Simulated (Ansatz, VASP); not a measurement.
## Mo (Mo strained to the junction's net): VASP beside Ansatz

Aim: how closely do two programs agree when they are given the same cell, functional and k mesh? The structure shown is the end of the Ansatz relaxation below.

Program: Ansatz 0.2.0. Level of theory: plane waves, with VASP 6.6.1 beside it; single point at PBE. Results are calculated unless marked as measured.

### Step 1. The starting structure

The structure is tetragonal, space group I4/mmm (No. 139). Conventional cell: a = 3.217 Å, b = 3.217 Å, c = 3.123 Å, α = 90.00°, β = 90.00°, γ = 90.00°. Nearest to Mo lie 8 Mo at 2.76 Å.

Coordinates:

```cif
data_structure
_symmetry_space_group_name_H-M 'P 1'
_symmetry_Int_Tables_number 1
_cell_length_a 3.2170
_cell_length_b 3.2170
_cell_length_c 3.1232
_cell_angle_alpha 90.000
_cell_angle_beta 90.000
_cell_angle_gamma 90.000
_cell_volume 32.32
loop_
_atom_site_label
_atom_site_type_symbol
_atom_site_fract_x
_atom_site_fract_y
_atom_site_fract_z
_atom_site_occupancy
Mo1 Mo 0.00000 0.00000 0.00000 1
Mo2 Mo 0.50000 0.50000 0.50000 1
```

### Step 2. Ansatz: relaxation, PBE

Ansatz runs on its default PAW (the set named soft_2) files.

This run makes the geometry at which the two programs are then compared.

input.yaml

```yaml
crystal:
  lattice:
    - [3.217, 0.0, 0.0]
    - [0.0, 3.217, 0.0]
    - [0.0, 0.0, 3.1031]
  atoms:
    - { symbol: Mo, position: [0.0, 0.0, 0.0] }
    - { symbol: Mo, position: [0.5, 0.5, 0.5] }
kpoints:
  mp_grid: { grid: [10, 10, 10] }
scf:
  occupations: { method: fermi_dirac, width: 0.1 }
  max_iter: 150
hamiltonian:
  xc: pbe
relax:
  f_tol: 0.01
  max_steps: 40
  cell: { fix: [a, b, angles] }
```

Launch:

```
ansatz run input.yaml --threads 8 --pin off --max-ram 24576MiB --backend cpu --events-out ev --progress --plain --runs-dir out
```

Numbers of over 12 decimals in the logs are rounded to 6 here.

The log of the run:

```text
Engine: ansatz 0.2.0, aarch64-unknown-linux-gnu
Pseudopotentials: kind: paw
Pseudopotential: Mo, paw, valence charge 14, recommended cutoff 420 eV (normal), Mo.paw.azcp
Functional definition: PBE
  parameter kappa = 0.804
  parameter beta = 0.066725
  exchange = pbe_x(kappa = kappa, mu = beta*pi^2/3)
  correlation = pbe_c(beta = beta)
Crystal: 2 atoms, lattice volume = 32.114 Å³
Basis set: ecut = 420 eV, 619 PW (Γ), exchange–correlation on 48×48×48 points (8 copies of the dense FFT grid, shifted against one another)
Bands: 18, of which v1, the nominal top of the filled ones, is band 14 counted from 1 (13 counted from 0)
Symmetry: 32 space group operations
Space group: I4/mmm (ITA 139), of the structure as read, at distance tolerance 3.2e-5 Å
k-points: 126 of 1000
Non-local potential: Mo, projectors of the file, l = 0: 3, l = 1: 2, l = 2: 2, l = 3: 1
PAW form: soft (Blöchl's): semilocal exchange-correlation on the pseudo side does not see the compensation charge
PAW one-centre angular grid: Mo, 590 points (default); XC on 64 Gauss nodes
Initial density: superposition of atomic densities (neutral atoms: chi_scale 0, normalization atom), corrected by the library's trained network
Initial wavefunctions: pseudopotential atomic-orbital guess
Functional: x = pbe(κ = 0.804, μ = 0.219515), c = pbe(β = 0.066725)
SCF iter   1: F=—  HF=-9912.034459 eV  |F-HF|=—  |Δ(HF+E_count)|=         —  Δρ=2.22e-3  dr2=7.68e-4  ethr=1.77e-3  ⟨swp⟩=5.1  Hψ=22745  notcnv=0
automatic band count: the SCF goes on with 22 bands, as 18 were too few: the levels above may hold too much charge
preconditioner: auto → none  [metal: Δε(μ)=0.029 eV  Ē_g=7.986 eV  σ=0.100 eV  W_gap=0.07  n_scr=6 (ndim 8)  ℏωp=22.7 eV  f_vac=0.000  D(μ)=1.29/eV (n_scr^D=6)  sad-step TF]
SCF iter   2: F=—  HF=-9912.034274 eV  |F-HF|=—  |Δ(HF+E_count)|=   1.85e-4  Δρ=1.38e-3  dr2=3.10e-4  ethr=2.74e-6  ⟨swp⟩=2.1  Hψ=4696  notcnv=0
SCF iter   3: F=—  HF=-9912.034302 eV  |F-HF|=—  |Δ(HF+E_count)|=   2.83e-5  Δρ=3.09e-4  dr2=1.57e-5  ethr=1.11e-6  ⟨swp⟩=1.8  Hψ=4148  notcnv=0
SCF iter   4: F=—  HF=-9912.034294 eV  |F-HF|=—  |Δ(HF+E_count)|=   8.25e-6  Δρ=1.11e-4  dr2=8.79e-7  ethr=5.60e-8  ⟨swp⟩=2.8  Hψ=4560  notcnv=0
iter 5 did not close the SCF: its close was put off for the readings that it lacked (scf_convergence_deferred on its scf_iter line)
SCF iter   5: F=-9912.034295 eV  HF=-9912.034295 eV  |F-HF|=6.98e-9  |Δ(HF+E_count)|=   6.51e-7  Δρ=1.06e-5  dr2=1.52e-8  ethr=3.14e-9  ⟨swp⟩=2.0  Hψ=4417  notcnv=0
SCF iter   6: F=-9912.034295 eV  HF=-9912.034295 eV  |F-HF|=8.57e-10  |Δ(HF+E_count)|=   9.61e-9  Δρ=2.76e-6  dr2=1.14e-9  ethr=5.44e-11  ⟨swp⟩=1.5  Hψ=7905  notcnv=0
SCF 1 converged in 6 iterations: F = -9912.034295 eV  dr2 = 1.14e-9
  greatest PAW one-centre occupation: 0.998 electrons in one spin orbital (limit 2), on the Mo atom at site 1 (counted from 0), in its partial waves of l = 0
relax step   1: F+E_penalty+E_count = -9912.03429482 eV  Δ(F+E_penalty+E_count) = +0.000e0 eV  max|allowed force component| = 1.657e-29 eV/Å  Δτ_max = 0.0000 Å  P = -4.154 GPa  Ω = 32.114 Å³  fix = [a, b, alpha, beta, gamma]  reactions: a -7.703, b -7.703 GPa  (6 SCF iters, dr2 threshold 1.00e-7 eV, accepted)
[...]
relax step   2: F+E_penalty+E_count = -9912.02457680 eV  Δ(F+E_penalty+E_count) = +9.718e-3 eV  max|allowed force component| = 3.353e-29 eV/Å  Δτ_max = 0.0000 Å  P = -9.425 GPa  Ω = 32.843 Å³  energy of the carried Pulay correction = -2.019e-4 eV  fix = [a, b, alpha, beta, gamma]  (6 SCF iters, dr2 threshold 2.00e-7 eV, rejected (line search))
[...]
relax step   3: F+E_penalty+E_count = -9912.03612726 eV  Δ(F+E_penalty+E_count) = -1.832e-3 eV  max|allowed force component| = 2.031e-29 eV/Å  Δτ_max = 0.0000 Å  P = -5.812 GPa  Ω = 32.332 Å³  energy of the carried Pulay correction = -6.085e-5 eV  fix = [a, b, alpha, beta, gamma]  reactions: a -8.648, b -8.648 GPa  (6 SCF iters, accepted)
[...]
relax step   4: F+E_penalty+E_count = -9912.03613456 eV  Δ(F+E_penalty+E_count) = -7.296e-6 eV  max|allowed force component| = 7.396e-31 eV/Å  Δτ_max = 0.0000 Å  P = -5.738 GPa  Ω = 32.322 Å³  energy of the carried Pulay correction = -5.807e-5 eV  fix = [a, b, alpha, beta, gamma]  reactions: a -8.605, b -8.605 GPa  (6 SCF iters, dr2 threshold 5.02e-8 eV, accepted)
[...]
relax step   5: F+E_penalty+E_count = -9912.03618945 eV  Δ(F+E_penalty+E_count) = -5.489e-5 eV  max|allowed force component| = 3.944e-30 eV/Å  Δτ_max = 0.0000 Å  P = -5.739 GPa  Ω = 32.322 Å³  fix = [a, b, alpha, beta, gamma]  reactions: a -8.606, b -8.606 GPa  stress off target by 3.87e-3 GPa on what of the cell is left free  SCF on the basis re-selected at this cell (its energy is not comparable with the rows above)  (8 SCF iters)
basis re-selected at this cell: Δ(F+E_penalty+E_count) = -5.489e-5 eV, ΔP = -0.001 GPa vs the last step (what re-selecting the basis moved, of the pressure what is left beyond the Pulay correction that the steps carried, after the strain that the cell walked since its last selection, with what the two solves' SCF thresholds leave and, on support functions, any second-order correction that the steps lacked; it is no m [...]
SCF converged after 8 iterations
Free energy (F): -9912.036189 eV
Harris-Foulkes:  -9912.036189 eV  (|F-HF|=1.82e-12)
Internal energy: -9911.992996 eV  (E = F + TS)
E sigma→0 (E₀):  -9912.014593 eV
Entropy (-TS):   -0.043193 eV (-21.597 meV/atom)
Fermi energy:    20.316267 eV
--- Per-component energies (eV) ---
  E_band       = -131.138236
  E_kinetic    = 879.296720
  E_local      = -1615.922453  (includes V_loc(G=0)·N_el)
  E_nonlocal   = 284.914908
  E_hartree    = 532.524619
  E_xc         = -366.280857
  E_vxc        = -457.073020  (∫ρ·V_xc dr)
  E_paw        = -6402.175406  (= ΣΔE_a)
  E_vpaw       = -287.403712  (= ΣTr[D̂ρ^β])
  E_aug_tail   = 0.000083  (compensation charges beyond the density's cutoff)
  E_ewald      = -3224.350610
  E_smearing   = -0.043193  (= −TS)
  E_closure    = 0.000000  (closes the sum)
  Σ components = -9912.036189   (vs F -9912.036189, Δ=0.00e0)
--- Forces (eV/Å), atoms counted from 1 ---
  atom   1  Mo     0.00000000     0.00000000     0.00000000
  atom   2  Mo    -0.00000000    -0.00000000    -0.00000000
  max |Σ_I F_I| component: 3.25e-30 eV/Å
--- Stress (GPa, compression-positive) ---
       -8.606231      -0.000000      -0.000000
       -0.000000      -8.606231      -0.000000
       -0.000000      -0.000000      -0.003874
  P = ⅓ Tr σ = -5.7388 GPa (-57.388 kbar)
--- Relaxed structure (4 steps of the walk, 3 accepted, 1 SCFs on fresh bases) ---
  F+E_penalty+E_count = -9912.03618945 eV   max|allowed force component| = 3.944e-30 eV/Å   (the final SCF, on the basis selected at the relaxed cell)
  cell:  # Å, volume = 32.3223 Å³
    - [3.217, 0, 0]
    - [0, 3.217, 0.0]
    - [0, 0.0, 3.123204]
  atoms:
    - { symbol: Mo, position: [0.0, 0.0, 0.0] }
    - { symbol: Mo, position: [0.5, 0.5, 0.5] }
```

The column dr2 measures how far the density is from self-consistency, as an energy; F and HF (Harris–Foulkes) agree once it is small.

### Step 3. VASP: single point, PBE

The same cell, functional, mesh and smearing now go to VASP, with its own data sets.

Lines of VASP's logs that name or quote its potential files are left out, and so is its time.

INCAR

```
SYSTEM = Mo
PREC = Accurate
ENCUT = 500
EDIFF = 1E-06
NELM = 120
ISMEAR = -1
SIGMA = 0.1
LREAL = .FALSE.
ALGO = Normal
GGA = PE
NBANDS = 20
LASPH = .TRUE.
LORBIT = 11
LWAVE = .FALSE.
LCHARG = .FALSE.
ISIF = 2
GGA_COMPAT = .FALSE.
```

POSCAR

```
Mo
1.0
    3.2170000000      0.0000000000      0.0000000000
    0.0000000000      3.2170000000      0.0000000000
    0.0000000000      0.0000000000      3.1232036770
Mo
2
Direct
    0.0000000000      0.0000000000      0.0000000000
    0.5000000000      0.5000000000      0.5000000000
```

KPOINTS

```
Automatic mesh
0
Gamma
10 10 10
0 0 0
```

PAW data sets: Mo_sv (PBE family, release 64).

Launch:

```
mpirun -np 1 vasp_std
```

The log of the run:

```text
[banner, memory and clock lines left out]
running    1 mpi-ranks, on    1 nodes
 distrk:  each k-point on    1 cores,    1 groups
 distr:  one band on    1 cores,    1 groups

 POSCAR found type information on POSCAR Mo
 POSCAR found :  1 types and       2 ions
 LDA part: xc-table for (Slater+PW92), standard interpolation
 POSCAR, INCAR and KPOINTS ok, starting setup
 FFT: planning ... GRIDC
 FFT: planning ... GRID_SOFT
 FFT: planning ... GRID
 WAVECAR not read
 entering main loop
       N       E                     dE             d eps       ncg     rms          rms(c)
DAV:   1     0.265483811618E+03    0.26548E+03   -0.16596E+04  5040   0.141E+03
DAV:   2    -0.170388838527E+02   -0.28252E+03   -0.27499E+03  5636   0.437E+02
DAV:   3    -0.231920415681E+02   -0.61532E+01   -0.59748E+01  5668   0.634E+01
DAV:   4    -0.232373873935E+02   -0.45346E-01   -0.45311E-01  5288   0.511E+00
DAV:   5    -0.232376249445E+02   -0.23755E-03   -0.23755E-03  5448   0.412E-01    0.193E+01
DAV:   6    -0.220262979982E+02    0.12113E+01   -0.24403E+00  5148   0.139E+01    0.491E+00
DAV:   7    -0.218734495969E+02    0.15285E+00   -0.46247E-01  5284   0.546E+00    0.138E+00
DAV:   8    -0.218658690015E+02    0.75806E-02   -0.86640E-03  5216   0.966E-01    0.283E-01
DAV:   9    -0.218659838356E+02   -0.11483E-03   -0.39005E-04  5332   0.203E-01    0.903E-02
DAV:  10    -0.218660051052E+02   -0.21270E-04   -0.26003E-05  5164   0.495E-02    0.134E-02
DAV:  11    -0.218660049874E+02    0.11781E-06   -0.12328E-06  2876   0.869E-03
   1 F= -.21866005E+02 E0= -.21844394E+02  d E =-.432217E-01
```

OUTCAR, selected parts (step 3):

```text
ion  position               nearest neighbor table
   1  0.000  0.000  0.000-   2 2.76   2 2.76   2 2.76   2 2.76   2 2.76   2 2.76   2 2.76   2 2.76

  LATTYP: Found a simple tetragonal cell.
 ALAT       =     3.2170000000
 C/A-ratio  =     0.9708435427

 Subroutine GETGRP returns: Found 16 space group operations
 (whereof 16 operations were pure point group operations)

The static configuration has the point symmetry D_4h.

 Found    126 irreducible k-points:

   k-points           NKPTS =    126   k-points in BZ     NKDIM =    126   number of bands    NBANDS=     20

   dimension x,y,z NGX =    24 NGY =   24 NGZ =   24
   dimension x,y,z NGXF=    48 NGYF=   48 NGZF=   48

   ENCUT  =  500.0 eV  36.75 Ry    6.06 a.u.   5.87  5.87  5.69*2*pi/ulx,y,z

   NELECT =      28.0000    total number of electrons

 k-points in reciprocal lattice and weights: Automatic mesh
   0.00000000  0.00000000  0.00000000       0.001
   0.10000000  0.00000000  0.00000000       0.004
   0.20000000  0.00000000  0.00000000       0.004
   0.30000000  0.00000000  0.00000000       0.004
   0.40000000  0.00000000  0.00000000       0.004
   0.50000000  0.00000000  0.00000000       0.002
   0.10000000  0.10000000  0.00000000       0.004
   0.20000000  0.10000000  0.00000000       0.008
   0.30000000  0.10000000  0.00000000       0.008
[...]
0.50000000  0.40000000  0.50000000       0.004
   0.50000000  0.50000000  0.50000000       0.001

 average (electrostatic) potential at core
       1 -69.7591       2 -69.7591

 E-fermi :  12.0817

 k-point     1 :       0.0000    0.0000    0.0000
  band No.  band energies     occupation
    ...
     10       6.8444      2.00000
     11       6.9160      2.00000
     12      10.5535      2.00000
     13      10.8857      1.99999
     14      10.8857      1.99999
     15      13.4495      0.00000
     16      13.8730      0.00000
     17      15.8331      0.00000
     18      15.8331      0.00000
     19      15.9311      0.00000
    ...

 k-point     2 :       0.1000    0.0000    0.0000
  band No.  band energies     occupation
    ...
     10       6.9923      2.00000
     11       7.0530      2.00000
     12      10.5521      2.00000
     13      10.8799      1.99999
     14      10.9767      1.99997
     15      13.2331      0.00002
     16      13.9011      0.00000
     17      15.3258      0.00000
     18      15.3368      0.00000
     19      15.6617      0.00000
    ...

 k-point     3 :       0.2000    0.0000    0.0000
  band No.  band energies     occupation
    ...
     10       7.3373      2.00000
     11       7.5066      2.00000
     12      10.5744      2.00000
     13      10.8895      1.99999
     14      11.2462      1.99953
     15      12.5462      0.01903
     16      14.0943      0.00000
     17      14.1927      0.00000
     18      14.2868      0.00000
     19      15.1883      0.00000
    ...

  Total       -1.6384117     -1.6384117      0.0955822      0.0000000     -0.0000000     -0.0000000
  in kB      -81.2140548    -81.2140548      4.7378934      0.0000000     -0.0000000     -0.0000000
  external PRESSURE =     -52.5634054 kB  Pullay stress =       0.0000000 kB

  energy-cutoff  :      500.00
  volume of cell :       32.32
      direct lattice vectors                 reciprocal lattice vectors
     3.217000000  0.000000000  0.000000000     0.310848617  0.000000000  0.000000000
     0.000000000  3.217000000  0.000000000     0.000000000  0.310848617  0.000000000
     0.000000000  0.000000000  3.123203677     0.000000000  0.000000000  0.320184049

 POSITION                                       TOTAL-FORCE (eV/Angst)
 -----------------------------------------------------------------------------------
      0.00000      0.00000      0.00000        -0.000000      0.000000      0.000000
      1.60850      1.60850      1.56160         0.000000     -0.000000     -0.000000
 -----------------------------------------------------------------------------------
    total drift:                                0.000000      0.000000     -0.000000

  FREE ENERGIE OF THE ION-ELECTRON SYSTEM (eV)
  ---------------------------------------------------
  free  energy   TOTEN  =       -21.8660049874 eV

  energy  without entropy=      -21.8227833071  energy(sigma->0) =      -21.84439415

 total charge
# of ion       s       p       d       tot
------------------------------------------
    1        2.370   6.192   3.866  12.429
    2        2.370   6.192   3.866  12.429
--------------------------------------------------
tot          4.740  12.384   7.733  24.858

[... 3 further parts left out ...]
```

The run ends at a pressure of -5.26 GPa.

### Step 4. Comparison

Known differences besides the potentials themselves: the cutoff is 420 eV in Ansatz and 500 eV in VASP; Ansatz's pressure holds a Pulay correction, VASP's none. Total energies have different zeros and are not compared.

Both answers:

| quantity | Ansatz | VASP | difference |
| --- | --- | --- | --- |
| pressure (GPa) | -5.74 | -5.26 | -0.48 |

### Step 5. Outcome

| Item | Value |
| --- | --- |
| difference in pressure (single point, PBE) | -0.48 GPa |

The difference in pressure is -0.48 GPa (single point, PBE), within the 1 GPa picked in this series as the mark of a large difference. Such differences can come from data sets, numerical settings and the points named under the comparisons, not from the functional's error against experiment.

[Lines on the potential files, build, host, timing and source positions are cut from VASP's logs without a mark.]

[Logs are printed without paths, hosts, clocks, repeated set-up lines and the standing remarks that a program may print on its own settings, such as how far it seeks lower states.]

[Hosts, paths, dates, database ids (printed as entryN), source tags and the programs' standing remarks are cut or masked in the printed files.]
